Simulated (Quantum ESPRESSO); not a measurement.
CaO:

```
CELL_PARAMETERS angstrom
0.00000 2.40356 2.40356
2.40356 0.00000 2.40356
2.40356 2.40356 0.00000
ATOMIC_POSITIONS crystal
Ca 0.00000 0.00000 0.00000
O 0.50000 0.50000 0.50000
```

The cell is a database's computed one.

Base run:

```yaml
Program: Quantum ESPRESSO 7.5
Functional: WC
Potentials_or_basis: PseudoDojo 0.4.1 SR PBE standard
Cutoff: 1143 eV
Density_cutoff: 4572 eV
k_mesh: 8 × 8 × 8, shifted
Occupations: fermi-dirac, width 0.05 eV
Spin: no spin polarisation
```

Its results: pressure -2.8 GPa; electronic dielectric tensor (diagonal) 3.83.

Q: The run is repeated on the same cell with these changes: functional from WC to BLYP. What comes out?

A: Pressure 4.3 GPa; electronic dielectric tensor (diagonal) 3.69.

BLYP binds less tightly than WC, so the same cell stands under more pressure.

Caveats: the potentials were made for another functional, which shifts forces and pressure; the cell is more than 3 GPa from zero pressure, which shifts response properties (some runs).

Not every run made on this cell is shown here.
